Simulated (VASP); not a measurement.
# Ni (Im-3m) in VASP: settings compared

The runs below take Ni through relaxation of cell and atoms, with r2SCAN, r2SCAN+rVV10.

Program: VASP 6.6.1. These are calculated values, not measurements. Logs are shortened: lines on timing, memory, paths and dates and some standing lists are left out, and cuts for length are marked.

## (1) The structure

It takes space group Im-3m (No. 229, cubic). The conventional cell has a = 2.794 Å, b = 2.794 Å, c = 2.794 Å, α = 90.00°, β = 90.00°, γ = 90.00°. Ni (site symmetry m-3m) is surrounded by 8 Ni at 2.42 Å.

This isn't the form of Ni at room conditions, which is fcc.

## (2) Relaxation of cell and atoms, r2SCAN, collinear spin, ferromagnetic start

INCAR reads:

```
SYSTEM = Ni
ALGO     = Normal         ! electronic algorithm
EDIFF    = 1E-7           ! SCF threshold, eV
EDIFFG   = -0.005         ! ionic threshold
ENCUT    = 600            ! plane-wave cutoff, eV
IBRION   = 2              ! ionic algorithm
ISIF     = 3              ! what is computed and relaxed
ISMEAR   = 0              ! smearing method
ISPIN    = 2              ! spin polarisation
LASPH    = .True.         ! aspherical terms in the spheres
LCHARG   = .False.        ! write CHGCAR
LMAXMIX  = 4              ! l up to which the mixer works
LMIXTAU  = .True.       
LORBIT   = 11             ! projections on sites
LREAL    = .False.        ! projectors in reciprocal space
LWAVE    = .False.        ! write WAVECAR
MAGMOM   = 1              ! initial moments
METAGGA  = R2SCAN         ! meta-GGA
NELM     = 120            ! most SCF steps
NSW      = 90             ! ionic steps
PREC     = Accurate       ! precision mode
SIGMA    = 0.1            ! smearing width, eV
```

KPOINTS reads:

```
k-points
0
Gamma
  20 20 20
  0 0 0
```

POSCAR reads:

```
Ni
1.0
   -1.3967612200      1.3967612200      1.3967612200
    1.3967612200     -1.3967612200      1.3967612200
    1.3967612200      1.3967612200     -1.3967612200
Ni
1
Direct
    0.0000000000      0.0000000000      0.0000000000
```

Potentials or basis: VASP PAW PBE potentials, release 64 (Ni).

Command:

```bash
$ cat potpaw_PBE.64/Ni/POTCAR > POTCAR
$ mpirun -np 1 vasp_std > vasp.out
```

OUTCAR:

```text
SYSTEM = Ni
   EDIFF = 1E-7
   EDIFFG = -0.005
   ENCUT = 600
   IBRION = 2
   ISIF = 3
   ISMEAR = 0
   ISPIN = 2
   LASPH = .True.
   LORBIT = 11
   LREAL = .False.
   METAGGA = R2SCAN
   NELM = 120
   NSW = 90
   PREC = Accurate

 ion  position               nearest neighbor table
   1  0.000  0.000  0.000-

  LATTYP: Found a body centered cubic cell.
 ALAT       =     2.7935224400

  Lattice vectors:

 A1 = (  -1.3967612200,   1.3967612200,   1.3967612200)
 A2 = (   1.3967612200,  -1.3967612200,   1.3967612200)
 A3 = (   1.3967612200,   1.3967612200,  -1.3967612200)

Analysis of symmetry for initial positions (statically):
=====================================================================
 Subroutine PRICEL returns:
 Original cell was already a primitive cell.

 Routine SETGRP: Setting up the symmetry group for a
 body centered cubic supercell.

 Subroutine GETGRP returns: Found 48 space group operations
 (whereof 48 operations were pure point group operations)
 out of a pool of 48 trial point group operations.

The static configuration has the point symmetry O_h .

Analysis of symmetry for dynamics (positions and initial velocities):
=====================================================================
 Subroutine PRICEL returns:
 Original cell was already a primitive cell.

 Routine SETGRP: Setting up the symmetry group for a
 body centered cubic supercell.

 Subroutine GETGRP returns: Found 48 space group operations
 (whereof 48 operations were pure point group operations)
 out of a pool of 48 trial point group operations.

The dynamic configuration has the point symmetry O_h .

Analysis of structural, dynamic, and magnetic symmetry:
=====================================================================
 Subroutine PRICEL returns:
 Original cell was already a primitive cell.

 Routine SETGRP: Setting up the symmetry group for a
 body centered cubic supercell.

 Subroutine GETGRP returns: Found 48 space group operations
 (whereof 48 operations were pure point group operations)
 out of a pool of 48 trial point group operations.

The overall configuration has the point symmetry O_h .

 Subroutine INISYM returns: Found 48 space group operations
 (whereof 48 operations are pure point group operations),
 and found     1 'primitive' translations

----------------------------------------------------------------------------------------

                                     Primitive cell

  volume of cell :      10.9000

  direct lattice vectors                    reciprocal lattice vectors
    -1.396761220  1.396761220  1.396761220     0.000000000  0.357970992  0.357970992
     1.396761220 -1.396761220  1.396761220     0.357970992  0.000000000  0.357970992
     1.396761220  1.396761220 -1.396761220     0.357970992  0.357970992  0.000000000

  length of vectors
     2.419261399  2.419261399  2.419261399     0.506247432  0.506247432  0.506247432

  position of ions in fractional coordinates (direct lattice)
     0.000000000  0.000000000  0.000000000

  ion indices of the primitive-cell ions
   primitive index   ion index
                 1           1

----------------------------------------------------------------------------------------

 KPOINTS: k-points

Automatic generation of k-mesh.
 Grid dimensions read from file:
 generate k-points for:   20   20   20

 Generating k-lattice:

  Cartesian coordinates                     Fractional coordinates (reciprocal lattice)
     0.000000000  0.017898550  0.017898550     0.050000000  0.000000000  0.000000000
     0.017898550  0.000000000  0.017898550     0.000000000  0.050000000  0.000000000
     0.017898550  0.017898550  0.000000000     0.000000000  0.000000000  0.050000000

  Length of vectors
     0.025312372  0.025312372  0.025312372

  Shift w.r.t. Gamma in fractional coordinates (k-lattice)
     0.000000000  0.000000000  0.000000000

 Subroutine IBZKPT returns following result:
 ===========================================

 Found    256 irreducible k-points:

 Following reciprocal coordinates:
            Coordinates               Weight
  0.000000  0.000000  0.000000      1.000000
  0.050000  0.000000  0.000000     12.000000
  0.100000  0.000000  0.000000     12.000000
  0.150000  0.000000  0.000000     12.000000
  0.200000  0.000000  0.000000     12.000000
  0.250000  0.000000  0.000000     12.000000
[... 16 lines left out ...]
  0.200000  0.100000  0.000000     48.000000
  0.250000  0.100000 -0.000000     48.000000
 [... further k-points ...]
   k-points           NKPTS =    256   k-points in BZ     NKDIM =    256   number of bands    NBANDS=     10
   number of dos      NEDOS =    301   number of ions     NIONS =      1
   total plane-waves  NPLWV =   8000
   dimension x,y,z NGX =    20 NGY =   20 NGZ =   20
   dimension x,y,z NGXF=    40 NGYF=   40 NGZF=   40
   ions per type =               1
   NGX,Y,Z   is equivalent  to a cutoff of  13.74, 13.74, 13.74 a.u.
   NGXF,Y,Z  is equivalent  to a cutoff of  27.49, 27.49, 27.49 a.u.
 SYSTEM =  Ni
   PREC   = accura    normal or accurate (medium, high low for compatibility)
   ISTART =      0    job   : 0-new  1-cont  2-samecut
   ICHARG =      2    charge: 1-file 2-atom 10-const
   ISPIN  =      2    spin polarized calculation?
   LNONCOLLINEAR =      F non collinear calculations
   LSORBIT =      F    spin-orbit coupling
   LASPH  =      T    aspherical Exc in radial PAW
   ENCUT  =  600.0 eV  44.10 Ry    6.64 a.u.   4.83  4.83  4.83*2*pi/ulx,y,z
   NELM   =    120;   NELMIN=  2; NELMDL= -5     # of ELM steps
   EDIFF  = 0.1E-06   stopping-criterion for ELM
   LREAL  =      F    real-space projection
   EDIFFG = -.5E-02   stopping-criterion for IOM
   NSW    =     90    number of steps for IOM
   IBRION =      2    ionic relax: 0-MD 1-quasi-New 2-CG
   NFREE  =      1    steps in history (QN), initial steepest desc. (CG)
   ISIF   =      3    stress and relaxation
   ISYM   =      2    0-nonsym 1-usesym 2-fastsym
   POTIM  = 0.5000    time-step for ionic-motion
   TEBEG  =    0.0;   TEEND  =   0.0 temperature during run
   PSTRESS=    0.0 pullay stress
   NELECT =      10.0000    total number of electrons
   NUPDOWN=      -1.0000    fix difference up-down
   EMIN   =  10.00;   EMAX   =-10.00  energy-range for DOS
   EFERMI =   0.00;   METHOD = LEGACY
   ISMEAR =     0;   SIGMA  =   0.10  broadening in eV -4-tet -1-fermi 0-gaus
   EFERMI_NEDOS =   21; number of points for ismear=-14 and -15
   IALGO  =     38    algorithm
   IMIX   =      4    mixing-type and parameters
     AMIX     =   0.40;   BMIX     =  1.00
     AMIX_MAG =   1.60;   BMIX_MAG =  1.00
  volume/ion in A,a.u.               =      10.90        73.56
  Fermi-wavevector in a.u.,A,eV,Ry     =   1.590740  3.006064 34.428934  2.530455
  Thomas-Fermi vector in A             =   2.689389
   LORBIT       =     11    0 simple, 1 ext, 2 COOP (PROOUT), +10 PAW based schemes
   METAGGA = R2SCAN    functional components
   LHFCALC =     F    Hartree Fock is set to
   AEXX    =    0.0000 exact exchange contribution
   IVDW    =     0    specifies the selected vdW correction
   LEPSILON=     F    determine dielectric tensor
   LRPA    =     F    only Hartree local field effects (RPA)
 conjugate gradient relaxation of ions
 spin polarized calculation
 Gauss-broadening in eV      SIGMA  =   0.10
  energy-cutoff  :      600.00
  volume of cell :       10.90
 maximum number of plane-waves:       375
   NGX =  9   NGY =  9   NGZ =  9

--------------------------------------- Ionic step        1  -------------------------------------------

 number of electron      10.0000000 magnetization       1.0000000

 number of electron       9.9999993 magnetization       0.6262125

 Free energy of the ion-electron system (eV)
  ---------------------------------------------------
  ext. energy  EPLUGINS =         0.00000000
  ---------------------------------------------------
  free energy    TOTEN  =       -11.83003101 eV

  energy without entropy =      -11.82463356  energy(sigma->0) =      -11.82733229

------------------------ aborting loop because EDIFF is reached ----------------------------------------

  FORCE on cell =-STRESS in cart. coord.  units (eV):
  Direction    XX          YY          ZZ          XY          YZ          ZX
  --------------------------------------------------------------------------------------
  -------------------------------------------------------------------------------------
  Total       -0.4008873     -0.4008873     -0.4008873      0.0000000      0.0000000     -0.0000000
  in kB      -58.9259232    -58.9259232    -58.9259232      0.0000000      0.0000000     -0.0000000
  external PRESSURE =     -58.9259232 kB  Pullay stress =       0.0000000 kB
[... 55 lines left out ...]
  energy  without entropy=      -11.8249634409  energy(sigma->0) =      -11.82736309

--------------------------------------- Ionic step        3  -------------------------------------------

 number of electron      10.0000001 magnetization       0.6152570

 Free energy of the ion-electron system (eV)
  ---------------------------------------------------
  ext. energy  EPLUGINS =         0.00000000
  ---------------------------------------------------
  free energy    TOTEN  =       -11.83596399 eV

  energy without entropy =      -11.83085875  energy(sigma->0) =      -11.83341137

 E-fermi :   9.4932     XC(G=0): -14.5480

 val. band max:        9.4915862706   @ k =   0.4000   0.1000   0.0000
 cond. band min:       9.4973548765   @ k =  -0.3500  -0.4000   0.0500
 fundamental gap:      0.0057686059
 Fermi energy:         9.4932425000

 spin component 1

 k-point     1 :       0.0000    0.0000    0.0000
  band No.  band energies     occupation
      1       0.0942      1.00000
      2       6.8033      1.00000
      3       6.8034      1.00000
      4       6.8034      1.00000
      5       8.3657      1.00000
      6       8.3657      1.00000
      7      37.2729      0.00000
      8      37.2729      0.00000
      9      37.2729      0.00000
     10      42.4869      0.00000
[... 287 lines left out ...]
 k-point    24 :       0.2500    0.1000   -0.0000
  band No.  band energies     occupation
      1       3.6386      1.00000
      2       6.1805      1.00000
      3       6.6388      1.00000
      4       8.0762      1.00000
      5       8.4399      1.00000
      6       8.6690      1.00000
      7      23.5960      0.00000
      8      28.8320      0.00000
      9      32.4675      0.00000
     10      36.6364      0.00000

 [... further k-points ...]

 spin component 2

 k-point     1 :       0.0000    0.0000    0.0000
  band No.  band energies     occupation
      1      -0.0880      1.00000
      2       7.9279      1.00000
      3       7.9279      1.00000
      4       7.9280      1.00000
      5       8.9713      1.00000
      6       8.9713      1.00000
      7      37.2379      0.00000
      8      37.2379      0.00000
      9      37.2379      0.00000
     10      42.4752      0.00000
[... 327 lines left out ...]
  FREE ENERGIE OF THE ION-ELECTRON SYSTEM (eV)
  ---------------------------------------------------
  free  energy   TOTEN  =       -11.8359639895 eV

  energy  without entropy=      -11.8308587508  energy(sigma->0) =      -11.83341137

 reached required accuracy - stopping structural energy minimisation

 total charge

# of ion       s       p       d       tot
------------------------------------------
    1        0.516   0.526   8.359   9.401

 magnetization (x)

# of ion       s       p       d       tot
------------------------------------------
    1       -0.008  -0.030   0.669   0.630
```

Run time: 7.5 min. Hardware: 1 thread of Intel Xeon Platinum 8488C (Sapphire Rapids), shared host; peak memory 0.19 GiB.

Results:

| Quantity | Value |
| --- | --- |
| Free energy | -11.8360 eV |
| Relaxed volume | 10.59 Å³/atom |
| Relaxed cell | a = 2.396 Å, b = 2.396 Å, c = 2.396 Å, α = 109.47°, β = 109.47°, γ = 109.47° |
| Space group after relaxing (to 0.05 Å) | Im-3m (No. 229) |
| Energy gained by relaxing | 5.9 meV/atom |
| Ionic steps | 3 |
| Pressure after relaxing | -0.1 GPa |
| Band gap on the k mesh | none (metal or under the smearing width) |
| Net moment | 0.62 μB per cell |
| Site moments | Ni +0.63 μB |
| Valence electrons inside the program's atomic spheres | Ni 9.40 |

Step by step:
| step | energy change (eV) | largest force (eV/Å) | pressure (GPa) | volume (Å³) |
| --- | --- | --- | --- | --- |
| 1 | 0.0000 | 0.0000 | -5.89 | 10.90 |
| 2 | 0.0003 | 0.0000 | 6.70 | 10.28 |
| 3 | -0.0059 | 0.0000 | -0.06 | 10.59 |

Final structure:
```
Ni
1.0
    -1.38325    1.38325    1.38325
     1.38325   -1.38325    1.38325
     1.38325    1.38325   -1.38325
Ni
1
Direct
  0.00000 0.00000 0.00000
```

Caveat: the PAW data sets were made with another functional, which shifts forces and pressure a little.

## (3) Relaxation of cell and atoms, r2SCAN+rVV10, collinear spin, ferromagnetic start

INCAR, as its differences from that of step 2:

```diff
@@ -2,2 +2,4 @@
 ALGO     = Normal         ! electronic algorithm
+BPARAM   = 11.95        
+CPARAM   = 0.0093       
 EDIFF    = 1E-7           ! SCF threshold, eV
@@ -9,2 +11,3 @@
 ISPIN    = 2              ! spin polarisation
+IVDW_NL  = 2            
 LASPH    = .True.         ! aspherical terms in the spheres
@@ -15,2 +18,3 @@
 LREAL    = .False.        ! projectors in reciprocal space
+LUSE_VDW = .True.       
 LWAVE    = .False.        ! write WAVECAR
```

KPOINTS is that of step 2.

POSCAR is that of step 2.

Potentials or basis: VASP PAW PBE potentials, release 64 (Ni).

Command:

```bash
$ cat potpaw_PBE.64/Ni/POTCAR > POTCAR
$ mpirun -np 1 vasp_std > vasp.out
```

Wall time 14 min (1 thread of Intel Xeon Platinum 8488C (Sapphire Rapids), shared host); peak memory 0.25 GiB.

The run converged. Its results:

```
Free energy                                           : -11.5939 eV
Relaxed volume                                        : 10.49 Å³/atom
Relaxed cell                                          : a = 2.389 Å, b = 2.389 Å, c = 2.389 Å, α = 109.47°, β = 109.47°, γ = 109.47°
Space group after relaxing (to 0.05 Å)                : Im-3m (No. 229)
Energy gained by relaxing                             : 10.2 meV/atom
Ionic steps                                           : 6
Pressure after relaxing                               : 0.0 GPa
Band gap on the k mesh                                : none (metal or under the smearing width)
Net moment                                            : 0.61 μB per cell
Site moments                                          : Ni +0.63 μB
Valence electrons inside the program's atomic spheres : Ni 9.42
```

The path:
```csv
step,energy change (eV),largest force (eV/Å),pressure (GPa),volume (Å³)
1,0.0000,0.0000,-7.75,10.90
2,0.0012,0.0000,9.46,10.09
3,-0.0102,0.0000,-0.27,10.49
4,-0.0102,0.0000,0.15,10.48
5,-0.0102,0.0000,-0.14,10.50
6,-0.0102,0.0000,-0.03,10.49
```

Final structure:
```
Ni
1.0
    -1.37905    1.37905    1.37905
     1.37905   -1.37905    1.37905
     1.37905    1.37905   -1.37905
Ni
1
Direct
  0.00000 0.00000 0.00000
```

Levels at points of the mesh, in eV from the Fermi level:
Spin up:
| k point | band 3 | band 4 | band 5 | band 6 | band 7 | band 8 |
| --- | --- | --- | --- | --- | --- | --- |
| (0.00, 0.00, 0.00) | -2.71 | -2.71 | -1.13 | -1.13 | 27.87 | 27.87 |
| (0.50, 0.00, 0.00) | -1.23 | -0.97 | -0.34 | 0.21 | 6.91 | 20.23 |
| (0.50, 0.50, 0.50) | -0.57 | -0.57 | -0.57 | 10.47 | 10.47 | 10.47 |
Spin down:
```
           k point  band 1  band 2  band 3  band 4  band 5  band 6  band 7  band 8  band 9  band 10
(0.00, 0.00, 0.00)   -9.67   -1.59   -1.59   -1.59   -0.52   -0.52   27.83   27.83   27.83    33.13
(0.50, 0.00, 0.00)   -4.61   -2.68   -0.44   -0.34    0.03    0.95    7.44   20.17   21.73    25.22
(0.50, 0.50, 0.50)   -4.33   -4.33    0.70    0.70    0.70   10.49   10.49   10.49   16.42    16.42
```

Caveat: the PAW data sets were made with another functional, which shifts forces and pressure a little.
